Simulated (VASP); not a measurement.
## GaAs(110): relaxation, ionisation energy and affinity

Where do the bulk band edges lie against the vacuum outside GaAs(110)?

Program: VASP 6.6.1. Level of theory: PBEsol; plane waves and PAW (Ga, As). Results are calculated unless marked as measured.

The experiments to compare with:

“Investigation of Radiation Effect on Structural and Optical Properties of GaAs under High-Energy Electron Irradiation” (2022, pmc:9457441) reports for GaAs, zincblende, by high-resolution XRD, reciprocal space mapping (commercial semi-insulating (001) wafer, relaxed): lattice constant a (cubic a from (004) reciprocal space maps; peak position was aligned …) 5.653 Å [Peak position aligned to 66.049 deg for all samples, so the value is effectively fixed by …].

For GaAs, zincblende (semi-insulating GaAs(001) reference substrate with native oxide, 300 K), “Evidence of valence band perturbations in GaAsN/GaAs(001): A combined variable-angle spectroscopic ellipsometry and modulated photoreflectance investigation” (2008, arxiv:0805.2212) gives, by variable-angle spectroscopic ellipsometry, parametric critical-point fit: band gap (direct gap E0 at Gamma from ellipsometry) 1.412 ± 0.01 eV.

### Step 1. Starting point

It takes space group F-43m (No. 216, cubic). The conventional cell has a = 5.650 Å, b = 5.650 Å, c = 5.650 Å, α = 90.00°, β = 90.00°, γ = 90.00°. Ga has 4 As at 2.45 Å nearest. As has 4 Ga at 2.45 Å nearest. Farther neighbours are not listed.

Coordinates:

```cif
data_structure
_symmetry_space_group_name_H-M 'F-43m'
_symmetry_Int_Tables_number 216
_cell_length_a 5.6500
_cell_length_b 5.6500
_cell_length_c 5.6500
_cell_angle_alpha 90.000
_cell_angle_beta 90.000
_cell_angle_gamma 90.000
_cell_volume 180.36
loop_
_atom_site_label
_atom_site_type_symbol
_atom_site_symmetry_multiplicity
_atom_site_Wyckoff_symbol
_atom_site_fract_x
_atom_site_fract_y
_atom_site_fract_z
_atom_site_occupancy
Ga1 Ga 4 a 0.00000 0.00000 0.00000 1
As1 As 4 d 0.25000 0.25000 0.75000 1
```

### Step 2. Relaxing the bulk crystal

The later steps need the crystal at this functional's own lattice; a raised cutoff keeps the stress reliable while the cell changes.

INCAR reads:

```
SYSTEM = GaAs
PREC = Accurate
ENCUT = 350
EDIFF = 1E-06
NELM = 120
ISMEAR = 0
SIGMA = 0.03
LREAL = .FALSE.
ALGO = Normal
GGA = PS
NBANDS = 10
LORBIT = 11
LWAVE = .FALSE.
LCHARG = .FALSE.
KPAR = 4
LASPH = .TRUE.
IBRION = 2
NSW = 40
ISIF = 3
EDIFFG = -0.02
POTIM = 0.4
```

POSCAR reads:

```
GaAs
1.0
    0.0000000000      2.8250000000      2.8250000000
    2.8250000000      0.0000000000      2.8250000000
    2.8250000000      2.8250000000      0.0000000000
Ga As
1 1
Direct
    0.0000000000      0.0000000000      0.0000000000
    0.2500000000      0.2500000000      0.2500000000
```

KPOINTS reads:

```
Automatic mesh
0
Gamma
6 6 6
0 0 0
```

PAW data sets: Ga and As (PBE family, release 64).

On the command line:

```bash
mpirun -np 4 vasp_std
```

Log:

```text
[banner, memory and clock lines left out]
running    4 mpi-ranks, on    1 nodes
 distrk:  each k-point on    1 cores,    4 groups
 distr:  one band on    1 cores,    1 groups

 POSCAR found type information on POSCAR GaAs
 POSCAR found :  2 types and       2 ions
|                                                                             |
|               ----> ADVICE to this user running VASP <----                  |
|                                                                             |
|     You enforced a specific xc type in the INCAR file but a different       |
|     [... a line on the potential file left out ...]
|     I HOPE YOU KNOW WHAT YOU ARE DOING!                                     |
|                                                                             |

 LDA part: xc-table for (Slater+PW92), standard interpolation
 POSCAR, INCAR and KPOINTS ok, starting setup
 FFT: planning ... GRIDC
 FFT: planning ... GRID_SOFT
 FFT: planning ... GRID
 WAVECAR not read
 entering main loop
       N       E                     dE             d eps       ncg     rms          rms(c)
DAV:   1     0.110653703597E+02    0.11065E+02   -0.28764E+03   320   0.510E+02
DAV:   2    -0.862933937187E+01   -0.19695E+02   -0.19354E+02   398   0.816E+01
DAV:   3    -0.925314540156E+01   -0.62381E+00   -0.62302E+00   384   0.156E+01
DAV:   4    -0.925578772736E+01   -0.26423E-02   -0.26421E-02   364   0.117E+00
DAV:   5    -0.925579631058E+01   -0.85832E-05   -0.85830E-05   378   0.660E-02    0.395E+00
DAV:   6    -0.909744815830E+01    0.15835E+00   -0.22550E-01   340   0.187E+00    0.231E+00
DAV:   7    -0.905180181571E+01    0.45646E-01   -0.12576E-01   358   0.157E+00    0.559E-01
DAV:   8    -0.904982365297E+01    0.19782E-02   -0.98460E-03   346   0.487E-01    0.901E-02
DAV:   9    -0.904995148675E+01   -0.12783E-03   -0.45302E-04   366   0.132E-01    0.521E-02
DAV:  10    -0.904998203903E+01   -0.30552E-04   -0.35458E-05   374   0.369E-02    0.823E-03
DAV:  11    -0.904998488527E+01   -0.28462E-05   -0.86859E-06   368   0.145E-02    0.650E-03
DAV:  12    -0.904998476086E+01    0.12441E-06   -0.12176E-06   224   0.530E-03
   1 F= -.90499848E+01 E0= -.90499848E+01  d E =-.904998E+01
 curvature:   0.00 expect dE= 0.000E+00 dE for cont linesearch  0.000E+00
 trial: gam= 0.00000 g(F)=  0.408E-48 g(S)=  0.717E-02 ort = 0.000E+00 (trialstep = 0.100E+01)
 search vector abs. value=  0.717E-02
 bond charge predicted
       N       E                     dE             d eps       ncg     rms          rms(c)
DAV:   1    -0.905797493966E+01   -0.79901E-02   -0.12269E-01   340   0.163E+00    0.345E-01
DAV:   2    -0.905400575080E+01    0.39692E-02   -0.68785E-03   336   0.402E-01    0.167E-01
DAV:   3    -0.905288272830E+01    0.11230E-02   -0.32831E-03   328   0.248E-01    0.552E-02
DAV:   4    -0.905280580663E+01    0.76922E-04   -0.17085E-04   350   0.654E-02    0.256E-02
DAV:   5    -0.905279687037E+01    0.89363E-05   -0.20218E-05   368   0.231E-02    0.154E-02
DAV:   6    -0.905279762822E+01   -0.75785E-06   -0.88498E-07   320   0.506E-03
   2 F= -.90527976E+01 E0= -.90527976E+01  d E =-.281287E-02
 trial-energy change:   -0.002813  1 .order   -0.002873   -0.007167    0.001420
 step:   0.8286(harm=  0.8346)  dis= 0.00000  next Energy=    -9.052920 (dE=-0.293E-02)
 bond charge predicted
       N       E                     dE             d eps       ncg     rms          rms(c)
DAV:   1    -0.905306472366E+01   -0.26785E-03   -0.35924E-03   344   0.281E-01    0.597E-02
DAV:   2    -0.905295001058E+01    0.11471E-03   -0.19814E-04   336   0.681E-02    0.289E-02
DAV:   3    -0.905291883548E+01    0.31175E-04   -0.96954E-05   328   0.427E-02    0.987E-03
DAV:   4    -0.905291714997E+01    0.16855E-05   -0.49676E-06   352   0.112E-02    0.457E-03
DAV:   5    -0.905291708691E+01    0.63061E-07   -0.59164E-07   174   0.401E-03
   3 F= -.90529171E+01 E0= -.90529171E+01  d E =-.293233E-02
 curvature:  -0.42 expect dE=-0.814E-07 dE for cont linesearch -0.814E-07
 trial: gam=-0.00519 g(F)=  0.948E-46 g(S)=  0.195E-06 ort = 0.374E-04 (trialstep = 0.966E+00)
 search vector abs. value=  0.105E-09
 reached required accuracy - stopping structural energy minimisation
```

Run time: 3.6 s. Hardware: 4 MPI ranks of Intel Xeon 6975P-C (Granite Rapids), shared host; peak memory 0.52 GiB; 12 s of CPU time.

The logs omit lines about the potential files and the build; timing stands in the text.

From OUTCAR (step 2):

```text
ion  position               nearest neighbor table
   1  0.000  0.000  0.000-   2 2.45   2 2.45   2 2.45   2 2.45
   2  0.250  0.250  0.250-   1 2.45   1 2.45   1 2.45   1 2.45

  LATTYP: Found a face centered cubic cell.
 ALAT       =     5.6500000000

 Subroutine GETGRP returns: Found 24 space group operations
 (whereof 24 operations were pure point group operations)

The static configuration has the point symmetry T_d .

 Found     16 irreducible k-points:

   k-points           NKPTS =     16   k-points in BZ     NKDIM =     16   number of bands    NBANDS=     10

   dimension x,y,z NGX =    24 NGY =   24 NGZ =   24
   dimension x,y,z NGXF=    48 NGYF=   48 NGZF=   48

   ENCUT  =  350.0 eV  25.72 Ry    5.07 a.u.   6.09  6.09  6.09*2*pi/ulx,y,z

   NELECT =       8.0000    total number of electrons

 k-points in reciprocal lattice and weights: Automatic mesh
   0.00000000  0.00000000  0.00000000       0.005
   0.16666667  0.00000000  0.00000000       0.037
   0.33333333  0.00000000  0.00000000       0.037
   0.50000000  0.00000000  0.00000000       0.019
   0.16666667  0.16666667  0.00000000       0.028
   0.33333333  0.16666667  0.00000000       0.111
   0.50000000  0.16666667  0.00000000       0.111
  -0.33333333  0.16666667  0.00000000       0.111
  -0.16666667  0.16666667  0.00000000       0.056
[...]
-0.33333333  0.33333333  0.16666667       0.111
  -0.33333333  0.50000000  0.16666667       0.056

 average (electrostatic) potential at core
       1 -14.5567       2 -51.4475

 E-fermi :   2.6778

 k-point     1 :       0.0000    0.0000    0.0000
  band No.  band energies     occupation
      1     -10.1133      2.00000
      2       2.5100      2.00000
      3       2.5100      2.00000
      4       2.5100      2.00000
      5       2.9098      0.00000
      6       6.2271      0.00000
      7       6.2271      0.00000
      8       6.2271      0.00000
      9       9.8866      0.00000
    ...

 k-point     2 :       0.1667    0.0000    0.0000
  band No.  band energies     occupation
      1      -9.8221      2.00000
      2      -0.2183      2.00000
      3       2.1360      2.00000
      4       2.1360      2.00000
      5       4.0702      0.00000
      6       6.7671      0.00000
      7       6.7671      0.00000
      8       7.1095      0.00000
      9      11.2594      0.00000
    ...

 k-point     3 :       0.3333    0.0000    0.0000
  band No.  band energies     occupation
      1      -9.0628      2.00000
      2      -2.8421      2.00000
      3       1.6005      2.00000
      4       1.6005      2.00000
      5       3.6531      0.00000
      6       7.1749      0.00000
      7       7.1749      0.00000
      8       9.6076      0.00000
      9      11.0766      0.00000
    ...

  Total        0.0018368      0.0018368      0.0018368      0.0000000      0.0000000      0.0000000
  in kB        0.0641780      0.0641780      0.0641780      0.0000000      0.0000000      0.0000000
  external PRESSURE =       0.0641780 kB  Pullay stress =       0.0000000 kB

  energy-cutoff  :      350.00
  volume of cell :       45.86
      direct lattice vectors                 reciprocal lattice vectors
     0.000000000  2.840893411  2.840893411    -0.176000971  0.176000971  0.176000971
     2.840893411 -0.000000000  2.840893411     0.176000971 -0.176000971  0.176000971
     2.840893411  2.840893411  0.000000000     0.176000971  0.176000971 -0.176000971

 POSITION                                       TOTAL-FORCE (eV/Angst)
 -----------------------------------------------------------------------------------
      0.00000      0.00000      0.00000        -0.000000     -0.000000     -0.000000
      1.42045      1.42045      1.42045         0.000000      0.000000      0.000000
 -----------------------------------------------------------------------------------
    total drift:                                0.000000      0.000000      0.000000

  FREE ENERGIE OF THE ION-ELECTRON SYSTEM (eV)
  ---------------------------------------------------
  free  energy   TOTEN  =        -9.0529170869 eV

  energy  without entropy=       -9.0529170869  energy(sigma->0) =       -9.05291709

 reached required accuracy - stopping structural energy minimisation

 total charge
# of ion       s       p       d       tot
------------------------------------------
    1        1.090   1.189   0.134   2.414
    2        1.212   1.590   0.027   2.829
--------------------------------------------------
tot          2.302   2.779   0.162   5.242

[... 3 further parts left out ...]
```

The PAW data sets were made with PBE, which is usual practice but a small mismatch for other functionals. The data set Ga keeps the semicore shell frozen, which is cheaper and a little less accurate. The run keeps the 24 symmetry operations of its start, so it cannot find a distortion of lower symmetry.

Step by step:

| step | energy less that of the first step (eV) | largest force (eV/Å) | pressure (GPa) | volume (Å³) |
| --- | --- | --- | --- | --- |
| 1 | 0.0000 | 0.0000 | 1.25 | 45.09 |
| 2 | -0.0028 | 0.0000 | -0.24 | 46.02 |
| 3 | -0.0029 | 0.0000 | 0.01 | 45.86 |

| conventional cell, symmetrised | before | after | change |
| --- | --- | --- | --- |
| a (Å) | 5.650 | 5.682 | +0.6 % |
| b (Å) | 5.650 | 5.682 | +0.6 % |
| c (Å) | 5.650 | 5.682 | +0.6 % |
| volume (Å³/atom) | 22.55 | 22.93 | +1.7 % |

Final coordinates:

```xyz
2
Lattice="0.0000 2.8409 2.8409 2.8409 0.0000 2.8409 2.8409 2.8409 0.0000" Properties=species:S:1:pos:R:3 pbc="T T T"
Ga    0.0000    0.0000    0.0000
As    1.4204    1.4204    1.4204
```

Numbers from this step:

* electronic cycles: 23
* electrons: 8
* free energy (TOTEN): -9.053 eV
* Fermi energy: 2.678 eV

The run ended after 3 ionic steps, 0.003 eV below its first step, once forces and stress met EDIFFG = -0.02.

### Step 3. Band edges of the bulk

A static bulk run at the slab's cutoff gives the band edges and the core potentials that tie them to the slab.

INCAR reads:

```
SYSTEM = GaAs
PREC = Normal
ENCUT = 320
EDIFF = 1E-06
NELM = 120
ISMEAR = 0
SIGMA = 0.03
LREAL = .FALSE.
ALGO = Normal
GGA = PS
NBANDS = 10
LORBIT = 11
LWAVE = .FALSE.
LCHARG = .FALSE.
KPAR = 4
LASPH = .TRUE.
```

POSCAR reads:

```
GaAs
1.0
    0.0000000000      2.8408934113      2.8408934113
    2.8408934113      0.0000000000      2.8408934113
    2.8408934113      2.8408934113      0.0000000000
Ga As
1 1
Direct
    0.0000000000      0.0000000000      0.0000000000
    0.2500000000      0.2500000000      0.2500000000
```

KPOINTS reads:

```
Automatic mesh
0
Gamma
13 13 13
0 0 0
```

On the command line:

```bash
mpirun -np 4 vasp_std
```

Log:

```text
[banner, memory and clock lines left out]
running    4 mpi-ranks, on    1 nodes
 distrk:  each k-point on    1 cores,    4 groups
 distr:  one band on    1 cores,    1 groups

 POSCAR found type information on POSCAR GaAs
 POSCAR found :  2 types and       2 ions
 [... a notice as in an earlier step ...]

 LDA part: xc-table for (Slater+PW92), standard interpolation
 POSCAR, INCAR and KPOINTS ok, starting setup
 FFT: planning ... GRIDC
 FFT: planning ... GRID_SOFT
 FFT: planning ... GRID
 WAVECAR not read
 entering main loop
       N       E                     dE             d eps       ncg     rms          rms(c)
DAV:   1     0.101691700044E+02    0.10169E+02   -0.26394E+03  1680   0.465E+02
DAV:   2    -0.866694544208E+01   -0.18836E+02   -0.18099E+02  2232   0.797E+01
DAV:   3    -0.927055740747E+01   -0.60361E+00   -0.60298E+00  2108   0.148E+01
DAV:   4    -0.927277764549E+01   -0.22202E-02   -0.22201E-02  2040   0.100E+00
DAV:   5    -0.927278378544E+01   -0.61400E-05   -0.61399E-05  1998   0.525E-02    0.386E+00
DAV:   6    -0.912315968975E+01    0.14962E+00   -0.22133E-01  1808   0.182E+00    0.225E+00
DAV:   7    -0.908098251602E+01    0.42177E-01   -0.11843E-01  1882   0.151E+00    0.554E-01
DAV:   8    -0.907899838759E+01    0.19841E-02   -0.94839E-03  1830   0.471E-01    0.875E-02
DAV:   9    -0.907911539831E+01   -0.11701E-03   -0.44913E-04  1952   0.131E-01    0.520E-02
DAV:  10    -0.907914748838E+01   -0.32090E-04   -0.35213E-05  1942   0.368E-02    0.787E-03
DAV:  11    -0.907915047731E+01   -0.29889E-05   -0.93548E-06  2002   0.146E-02    0.618E-03
DAV:  12    -0.907915042182E+01    0.55499E-07   -0.12172E-06  1160   0.536E-03
   1 F= -.90791504E+01 E0= -.90791504E+01  d E =-.744234E-21
```

Elapsed: 2.4 s, on 4 MPI ranks; peak memory 0.49 GiB.

From OUTCAR (step 3):

```text
  LATTYP: Found a face centered cubic cell.
 ALAT       =     5.6817868226

The static configuration has the point symmetry T_d .

 Found     84 irreducible k-points:

   k-points           NKPTS =     84   k-points in BZ     NKDIM =     84   number of bands    NBANDS=     10

   dimension x,y,z NGX =    18 NGY =   18 NGZ =   18
   dimension x,y,z NGXF=    36 NGYF=   36 NGZF=   36

   ENCUT  =  320.0 eV  23.52 Ry    4.85 a.u.   5.86  5.86  5.86*2*pi/ulx,y,z

   NELECT =       8.0000    total number of electrons

 E-fermi :   2.6837

 k-point     1 :       0.0000    0.0000    0.0000
  band No.  band energies     occupation
      1     -10.1234      2.00000
      2       2.4989      2.00000
      3       2.4989      2.00000
      4       2.4989      2.00000
      5       2.9030      0.00000
      6       6.2247      0.00000
      7       6.2247      0.00000
      8       6.2247      0.00000
      9       9.8809      0.00000
    ...

 k-point     2 :       0.0769    0.0000    0.0000
  band No.  band energies     occupation
      1     -10.0602      2.00000
      2       1.3711      2.00000
      3       2.4031      2.00000
      4       2.4031      2.00000
      5       3.7234      0.00000
      6       6.3311      0.00000
      7       6.3681      0.00000
      8       6.3682      0.00000
      9      10.2925      0.00000
    ...

  Total        0.0152184      0.0152184      0.0152184      0.0000000      0.0000000     -0.0000000
  in kB        0.5317233      0.5317233      0.5317233      0.0000000      0.0000000     -0.0000000
  external PRESSURE =       0.5317233 kB  Pullay stress =       0.0000000 kB

  energy-cutoff  :      320.00
  volume of cell :       45.86
      direct lattice vectors                 reciprocal lattice vectors
     0.000000000  2.840893411  2.840893411    -0.176000971  0.176000971  0.176000971
     2.840893411  0.000000000  2.840893411     0.176000971 -0.176000971  0.176000971
     2.840893411  2.840893411  0.000000000     0.176000971  0.176000971 -0.176000971

 POSITION                                       TOTAL-FORCE (eV/Angst)
 -----------------------------------------------------------------------------------
      0.00000      0.00000      0.00000         0.000000      0.000000      0.000000
      1.42045      1.42045      1.42045        -0.000000     -0.000000     -0.000000
 -----------------------------------------------------------------------------------
    total drift:                               -0.000000     -0.000000      0.000001

  FREE ENERGIE OF THE ION-ELECTRON SYSTEM (eV)
  ---------------------------------------------------
  free  energy   TOTEN  =        -9.0791504218 eV

  energy  without entropy=       -9.0791504218  energy(sigma->0) =       -9.07915042

 total charge
# of ion       s       p       d       tot
------------------------------------------
    1        1.096   1.186   0.133   2.415
    2        1.216   1.582   0.028   2.826
--------------------------------------------------
tot          2.312   2.768   0.161   5.241

[... 1 part as in an earlier step ...]

[... 7 further parts left out ...]
```

The gap is read on the k-mesh alone, so it is an upper bound where the band edges lie off the mesh.

Numbers from this step:

```
electronic cycles              : 12
free energy (TOTEN)            : -9.079 eV
Fermi energy                   : 2.684 eV
metallic                       : no
gap on the k-mesh              : 0.4041 eV
least direct gap on the k-mesh : 0.4041 eV
```

(Continued in part 2 of 3.)

[Lines on the potential files, build, host, timing and source positions are cut from VASP's logs without a mark.]

[Logs are printed without paths, hosts, clocks, repeated set-up lines and the standing remarks that a program may print on its own settings, such as how far it seeks lower states.]

[Hosts, paths, dates, database ids (printed as entryN), source tags and the programs' standing remarks are cut or masked in the printed files.]

[Runs that stopped without an error message from VASP are left out.]
